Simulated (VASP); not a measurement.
# TiC (Fm-3m) in VASP: a series of runs

The runs below take TiC through equation of state, with r2SCAN.

Program: VASP 6.6.1. These are calculated values, not measurements. Logs are shortened: lines on timing, memory, paths and dates and some standing lists are left out, and cuts for length are marked.

## (1) Starting point

It takes space group Fm-3m (No. 225, cubic). The conventional cell has a = 4.331 Å, b = 4.331 Å, c = 4.331 Å, α = 90.00°, β = 90.00°, γ = 90.00°. Ti (site symmetry m-3m) is surrounded by 6 C at 2.17 Å. C (site symmetry m-3m) has 6 Ti at 2.17 Å as nearest neighbours.

The cell is a database's computed one.

## (2) Equation of state, r2SCAN, 9.75 Å³/atom (a relaxed cell with its volume scaled by 0.96)

INCAR reads:

```
SYSTEM = TiC
  ALGO = Normal
  EDIFF = 1E-6
  ENCUT = 520
  ISIF = 2
  ISMEAR = -1
  LASPH = .True.
  LCHARG = .False.
  LMIXTAU = .True.
  LREAL = .False.
  LWAVE = .False.
  METAGGA = R2SCAN
  NELM = 80
  PREC = Accurate
  SIGMA = 0.05
```

KPOINTS reads:

```
k-points
0
Gamma
  10 10 10
  0 0 0
```

POSCAR reads:

```
TiC                                     
1.0
    0.0000000000      2.1364487848      2.1364487848
    2.1364487848      0.0000000000      2.1364487848
    2.1364487848      2.1364487848      0.0000000000
  Ti              C             
     1     1
Direct
     0.0000000000000000    0.0000000000000000    0.0000000000000000
     0.5000000000000000    0.5000000000000000    0.5000000000000000
```

Potentials or basis: VASP PAW PBE potentials, release 64 (Ti_sv, C).

Started as:

```bash
cat potpaw_PBE.64/Ti_sv/POTCAR potpaw_PBE.64/C/POTCAR > POTCAR
mpirun -np 1 vasp_std > vasp.out
```

OUTCAR:

```text
SYSTEM = TiC
   EDIFF = 1E-6
   ENCUT = 520
   ISIF = 2
   ISMEAR = -1
   LASPH = .True.
   LREAL = .False.
   METAGGA = R2SCAN
   NELM = 80
   PREC = Accurate

 ion  position               nearest neighbor table
   1  0.000  0.000  0.000-   2 2.14   2 2.14   2 2.14   2 2.14   2 2.14   2 2.14
   2  0.500  0.500  0.500-   1 2.14   1 2.14   1 2.14   1 2.14   1 2.14   1 2.14

  LATTYP: Found a face centered cubic cell.
 ALAT       =     4.2728975696

  Lattice vectors:

 A1 = (   0.0000000000,   2.1364487848,   2.1364487848)
 A2 = (   2.1364487848,   0.0000000000,   2.1364487848)
 A3 = (   2.1364487848,   2.1364487848,   0.0000000000)

Analysis of symmetry for initial positions (statically):
=====================================================================
 Subroutine PRICEL returns:
 Original cell was already a primitive cell.

 Routine SETGRP: Setting up the symmetry group for a
 face centered cubic supercell.

 Subroutine GETGRP returns: Found 48 space group operations
 (whereof 48 operations were pure point group operations)
 out of a pool of 48 trial point group operations.

The static configuration has the point symmetry O_h .

Analysis of symmetry for dynamics (positions and initial velocities):
=====================================================================
 Subroutine PRICEL returns:
 Original cell was already a primitive cell.

 Routine SETGRP: Setting up the symmetry group for a
 face centered cubic supercell.

 Subroutine GETGRP returns: Found 48 space group operations
 (whereof 48 operations were pure point group operations)
 out of a pool of 48 trial point group operations.

The dynamic configuration has the point symmetry O_h .

 Subroutine INISYM returns: Found 48 space group operations
 (whereof 48 operations are pure point group operations),
 and found     1 'primitive' translations

----------------------------------------------------------------------------------------

                                     Primitive cell

  volume of cell :      19.5033

  direct lattice vectors                    reciprocal lattice vectors
     0.000000000  2.136448785  2.136448785    -0.234033225  0.234033225  0.234033225
     2.136448785  0.000000000  2.136448785     0.234033225 -0.234033225  0.234033225
     2.136448785  2.136448785  0.000000000     0.234033225  0.234033225 -0.234033225

  length of vectors
     3.021394847  3.021394847  3.021394847     0.405357437  0.405357437  0.405357437

  position of ions in fractional coordinates (direct lattice)
     0.000000000  0.000000000  0.000000000
     0.500000000  0.500000000  0.500000000

  ion indices of the primitive-cell ions
   primitive index   ion index
                 1           1
                 2           2

----------------------------------------------------------------------------------------

 KPOINTS: k-points

Automatic generation of k-mesh.
 Grid dimensions read from file:
 generate k-points for:   10   10   10

 Generating k-lattice:

  Cartesian coordinates                     Fractional coordinates (reciprocal lattice)
    -0.023403323  0.023403323  0.023403323     0.100000000  0.000000000  0.000000000
     0.023403323 -0.023403323  0.023403323     0.000000000  0.100000000  0.000000000
     0.023403323  0.023403323 -0.023403323     0.000000000  0.000000000  0.100000000

  Length of vectors
     0.040535744  0.040535744  0.040535744

  Shift w.r.t. Gamma in fractional coordinates (k-lattice)
     0.000000000  0.000000000  0.000000000

 Subroutine IBZKPT returns following result:
 ===========================================

 Found     47 irreducible k-points:

 Following reciprocal coordinates:
            Coordinates               Weight
  0.000000  0.000000  0.000000      1.000000
  0.100000  0.000000  0.000000      8.000000
  0.200000  0.000000  0.000000      8.000000
  0.300000  0.000000  0.000000      8.000000
  0.400000  0.000000  0.000000      8.000000
  0.500000  0.000000  0.000000      4.000000
[... 16 lines left out ...]
  0.300000  0.300000  0.000000      6.000000
  0.400000  0.300000  0.000000     24.000000
 [... further k-points ...]
   k-points           NKPTS =     47   k-points in BZ     NKDIM =     47   number of bands    NBANDS=     12
   number of dos      NEDOS =    301   number of ions     NIONS =      2
   total plane-waves  NPLWV =  13824
   dimension x,y,z NGX =    24 NGY =   24 NGZ =   24
   dimension x,y,z NGXF=    48 NGYF=   48 NGZF=   48
   ions per type =               1   1
   NGX,Y,Z   is equivalent  to a cutoff of  13.21, 13.21, 13.21 a.u.
   NGXF,Y,Z  is equivalent  to a cutoff of  26.41, 26.41, 26.41 a.u.
 SYSTEM =  TiC
   PREC   = accura    normal or accurate (medium, high low for compatibility)
   ISTART =      0    job   : 0-new  1-cont  2-samecut
   ICHARG =      2    charge: 1-file 2-atom 10-const
   ISPIN  =      1    spin polarized calculation?
   LNONCOLLINEAR =      F non collinear calculations
   LSORBIT =      F    spin-orbit coupling
   LASPH  =      T    aspherical Exc in radial PAW
   ENCUT  =  520.0 eV  38.22 Ry    6.18 a.u.   5.62  5.62  5.62*2*pi/ulx,y,z
   NELM   =     80;   NELMIN=  2; NELMDL= -5     # of ELM steps
   EDIFF  = 0.1E-05   stopping-criterion for ELM
   LREAL  =      F    real-space projection
   EDIFFG = 0.1E-04   stopping-criterion for IOM
   NSW    =      0    number of steps for IOM
   IBRION =     -1    ionic relax: 0-MD 1-quasi-New 2-CG
   NFREE  =      0    steps in history (QN), initial steepest desc. (CG)
   ISIF   =      2    stress and relaxation
   ISYM   =      2    0-nonsym 1-usesym 2-fastsym
   POTIM  = 0.5000    time-step for ionic-motion
   TEBEG  =    0.0;   TEEND  =   0.0 temperature during run
   PSTRESS=    0.0 pullay stress
   NELECT =      16.0000    total number of electrons
   NUPDOWN=      -1.0000    fix difference up-down
   EMIN   =  10.00;   EMAX   =-10.00  energy-range for DOS
   EFERMI =   0.00;   METHOD = LEGACY
   ISMEAR =    -1;   SIGMA  =   0.05  broadening in eV -4-tet -1-fermi 0-gaus
   EFERMI_NEDOS =   21; number of points for ismear=-14 and -15
   IALGO  =     38    algorithm
   IMIX   =      4    mixing-type and parameters
     AMIX     =   0.40;   BMIX     =  1.00
     AMIX_MAG =   1.60;   BMIX_MAG =  1.00
  volume/ion in A,a.u.               =       9.75        65.81
  Fermi-wavevector in a.u.,A,eV,Ry     =   1.532542  2.896084 31.955793  2.348684
  Thomas-Fermi vector in A             =   2.639733
   LORBIT       =      0    0 simple, 1 ext, 2 COOP (PROOUT), +10 PAW based schemes
   METAGGA = R2SCAN    functional components
   LHFCALC =     F    Hartree Fock is set to
   AEXX    =    0.0000 exact exchange contribution
   IVDW    =     0    specifies the selected vdW correction
   LEPSILON=     F    determine dielectric tensor
   LRPA    =     F    only Hartree local field effects (RPA)
 non-spin polarized calculation
  energy-cutoff  :      520.00
  volume of cell :       19.50
 maximum number of plane-waves:       544
   NGX = 11   NGY = 11   NGZ = 11

 number of electron      16.0000004 magnetization

 Free energy of the ion-electron system (eV)
  ---------------------------------------------------
  ext. energy  EPLUGINS =         0.00000000
  ---------------------------------------------------
  free energy    TOTEN  =       -24.83876362 eV

  energy without entropy =      -24.83707116  energy(sigma->0) =      -24.83791739

 E-fermi :   9.9908     XC(G=0): -13.8278

 val. band max:        9.9610864203   @ k =   0.1000   0.0000   0.0000
 cond. band min:      10.1683911597   @ k =   0.1000   0.1000   0.0000
 fundamental gap:      0.2073047394
 Fermi energy:         9.9907781519

 k-point     1 :       0.0000    0.0000    0.0000
  band No.  band energies     occupation
      1     -48.8737      2.00000
      2     -23.8294      2.00000
      3     -23.8294      2.00000
      4     -23.8294      2.00000
      5      -3.4219      2.00000
      6      10.8592      0.00000
      7      10.8592      0.00000
      8      10.8592      0.00000
      9      11.6966      0.00000
     10      11.6966      0.00000
     11      11.6966      0.00000
     12      11.7866      0.00000

 k-point     2 :       0.1000    0.0000    0.0000
  band No.  band energies     occupation
      1     -48.8651      2.00000
      2     -23.8889      2.00000
      3     -23.8346      2.00000
      4     -23.8346      2.00000
      5      -3.1791      2.00000
      6       9.7340      1.98829
      7       9.9611      1.28861
      8       9.9611      1.28849
      9      11.1849      0.00000
     10      11.1849      0.00000
     11      12.2960      0.00000
     12      13.5597      0.00000

 k-point     3 :       0.2000    0.0000    0.0000
  band No.  band energies     occupation
      1     -48.8426      2.00000
      2     -24.0422      2.00000
      3     -23.8481      2.00000
      4     -23.8481      2.00000
      5      -2.4913      2.00000
      6       7.9494      2.00000
      7       8.5939      2.00000
      8       8.5940      2.00000
      9      11.6736      0.00000
     10      11.6736      0.00000
     11      12.8715      0.00000
     12      15.4419      0.00000
[... 286 lines left out ...]
 k-point    23 :       0.3000    0.3000    0.0000
  band No.  band energies     occupation
      1     -48.7950      2.00000
      2     -24.1806      2.00000
      3     -23.9597      2.00000
      4     -23.9597      2.00000
      5      -1.4926      2.00000
      6       5.7754      2.00000
      7       9.0784      2.00000
      8       9.5161      1.99985
      9       9.5161      1.99985
     10      12.4738      0.00000
     11      14.3302      0.00000
     12      14.3302      0.00000

 k-point    24 :       0.4000    0.3000    0.0000
  band No.  band energies     occupation
      1     -48.7770      2.00000
      2     -24.2553      2.00000
      3     -23.9982      2.00000
      4     -23.9804      2.00000
      5      -1.1293      2.00000
      6       5.6739      2.00000
      7       8.0746      2.00000
      8       9.0923      2.00000
      9      10.2419      0.01308
     10      13.0943      0.00000
     11      14.2899      0.00000
     12      14.5049      0.00000

 [... further k-points ...]
[... 5 lines left out ...]
  --------------------------------------------------------------------------------------
  -------------------------------------------------------------------------------------
  Total        1.4628935      1.4628935      1.4628935     -0.0000000     -0.0000000     -0.0000000
  in kB      120.1754709    120.1754709    120.1754709     -0.0000000     -0.0000000     -0.0000000
  external PRESSURE =     120.1754709 kB  Pullay stress =       0.0000000 kB

 VOLUME and BASIS-vectors are now :
 -----------------------------------------------------------------------------
  energy-cutoff  :      520.00
  volume of cell :       19.50
      direct lattice vectors                 reciprocal lattice vectors
     0.000000000  2.136448785  2.136448785    -0.234033225  0.234033225  0.234033225
     2.136448785  0.000000000  2.136448785     0.234033225 -0.234033225  0.234033225
     2.136448785  2.136448785  0.000000000     0.234033225  0.234033225 -0.234033225

 POSITION                                       TOTAL-FORCE (eV/Angst)
 -----------------------------------------------------------------------------------
      0.00000      0.00000      0.00000         0.000000      0.000000      0.000000
      2.13645      2.13645      2.13645         0.000000      0.000000      0.000000
 -----------------------------------------------------------------------------------
    total drift:                                0.000000     -0.000000     -0.000000

  FREE ENERGIE OF THE ION-ELECTRON SYSTEM (eV)
  ---------------------------------------------------
  free  energy   TOTEN  =       -24.8387636210 eV

  energy  without entropy=      -24.8370711619  energy(sigma->0) =      -24.83791739
```

Run time: 34 s. Hardware: 1 thread of Intel Xeon Platinum 8488C (Sapphire Rapids), shared host; peak memory 0.14 GiB.

What came out:

```yaml
Free_energy: -24.8388 eV
Pressure: 12.0 GPa
Band_gap_on_the_k_mesh: none (metal or under the smearing width)
```

Caveat: the PAW data sets were made with another functional, which shifts forces and pressure a little.

## (3) Equation of state, r2SCAN, 9.95 Å³/atom (a relaxed cell with its volume scaled by 0.98)

INCAR is that of step 2.

KPOINTS is that of step 2.

POSCAR reads:

```
TiC                                     
1.0
    0.0000000000      2.1511833799      2.1511833799
    2.1511833799      0.0000000000      2.1511833799
    2.1511833799      2.1511833799      0.0000000000
  Ti              C             
     1     1
Direct
     0.0000000000000000    0.0000000000000000    0.0000000000000000
     0.5000000000000000    0.5000000000000000    0.5000000000000000
```

Potentials or basis: VASP PAW PBE potentials, release 64 (Ti_sv, C).

Started as:

```bash
cat potpaw_PBE.64/Ti_sv/POTCAR potpaw_PBE.64/C/POTCAR > POTCAR
mpirun -np 1 vasp_std > vasp.out
```

Wall time 49 s (1 thread of Intel Xeon Platinum 8488C (Sapphire Rapids), shared host); peak memory 0.15 GiB.

Results (log left out):

```
Free energy            : -24.8615 eV
Pressure               : 5.8 GPa
Band gap on the k mesh : none (metal or under the smearing width)
```

Caveat: the PAW data sets were made with another functional, which shifts forces and pressure a little.

## (4) Equation of state, r2SCAN, 10.16 Å³/atom

INCAR is that of step 3.

KPOINTS is that of step 3.

POSCAR reads:

```
TiC                                     
1.0
    0.0000000000      2.1657188437      2.1657188437
    2.1657188437      0.0000000000      2.1657188437
    2.1657188437      2.1657188437      0.0000000000
  Ti              C             
     1     1
Direct
     0.0000000000000000    0.0000000000000000    0.0000000000000000
     0.5000000000000000    0.5000000000000000    0.5000000000000000
```

Started as:

```bash
cat potpaw_PBE.64/Ti_sv/POTCAR potpaw_PBE.64/C/POTCAR > POTCAR
mpirun -np 1 vasp_std > vasp.out
```

Run time: 35 s. Hardware: 1 thread of Intel Xeon Platinum 8488C (Sapphire Rapids), shared host; peak memory 0.14 GiB.

It converged, with:

```yaml
Free_energy: -24.8694 eV
Pressure: 0.3 GPa
Band_gap_on_the_k_mesh: none (metal or under the smearing width)
```

Caveat: the PAW data sets were made with another functional, which shifts forces and pressure a little.

## (5) Equation of state, r2SCAN, 10.36 Å³/atom (a relaxed cell with its volume scaled by 1.02)

INCAR is that of step 4.

KPOINTS is that of step 4.

POSCAR reads:

```
TiC                                     
1.0
    0.0000000000      2.1800617706      2.1800617706
    2.1800617706      0.0000000000      2.1800617706
    2.1800617706      2.1800617706      0.0000000000
  Ti              C             
     1     1
Direct
     0.0000000000000000    0.0000000000000000    0.0000000000000000
     0.5000000000000000    0.5000000000000000    0.5000000000000000
```

Started as:

```bash
cat potpaw_PBE.64/Ti_sv/POTCAR potpaw_PBE.64/C/POTCAR > POTCAR
mpirun -np 1 vasp_std > vasp.out
```

It took 36 s on 1 thread of Intel Xeon Platinum 8488C (Sapphire Rapids), shared host; peak memory 0.15 GiB.

Results (log left out):

| Item | Value |
| --- | --- |
| Free energy | -24.8641 eV |
| Pressure | -4.7 GPa |
| Band gap on the k mesh | none (metal or under the smearing width) |

Caveat: the PAW data sets were made with another functional, which shifts forces and pressure a little.

## (6) Equation of state, r2SCAN, 10.56 Å³/atom (a relaxed cell with its volume scaled by 1.04)

INCAR is that of step 5.

KPOINTS is that of step 5.

POSCAR reads:

```
TiC                                     
1.0
    0.0000000000      2.1942184125      2.1942184125
    2.1942184125      0.0000000000      2.1942184125
    2.1942184125      2.1942184125      0.0000000000
  Ti              C             
     1     1
Direct
     0.0000000000000000    0.0000000000000000    0.0000000000000000
     0.5000000000000000    0.5000000000000000    0.5000000000000000
```

Potentials or basis: VASP PAW PBE potentials, release 64 (Ti_sv, C).

Started as:

```bash
cat potpaw_PBE.64/Ti_sv/POTCAR potpaw_PBE.64/C/POTCAR > POTCAR
mpirun -np 1 vasp_std > vasp.out
```

Run time: 45 s. Hardware: 1 thread of Intel Xeon Platinum 8488C (Sapphire Rapids), shared host; peak memory 0.15 GiB.

Results (log left out):

```yaml
Free_energy: -24.8467 eV
Pressure: -9.2 GPa
Band_gap_on_the_k_mesh: none (metal or under the smearing width)
```

Caveat: the PAW data sets were made with another functional, which shifts forces and pressure a little.

## (7) Equation of state, r2SCAN

This step only gathers the single runs of the series.

What came out:

* Equilibrium volume: 10.17 Å³/atom
* Bulk modulus: 261 GPa
* Pressure derivative of the bulk modulus: 3.9 (rough: it moves with the points fitted)

Energy against volume, from the lowest point:
| volume (Å³/atom) | energy (meV/atom) |
| --- | --- |
| 9.752 | 15.34 |
| 9.955 | 3.99 |
| 10.158 | 0.00 |
| 10.361 | 2.67 |
| 10.564 | 11.38 |

Caveat: the PAW data sets were made with another functional, which shifts forces and pressure a little.

## (8) The reference run

An earlier run on the cell as given: functional PBEsol; potentials or basis VASP PAW PBE potentials, release 64 (Ti_sv, C); cutoff 520 eV; k mesh 11 × 11 × 11; occupations fermi-dirac, width 0.05 eV; no spin polarisation.

* Pressure: -6.5 GPa
* Band gap on the k mesh: none (metal or under the smearing width)
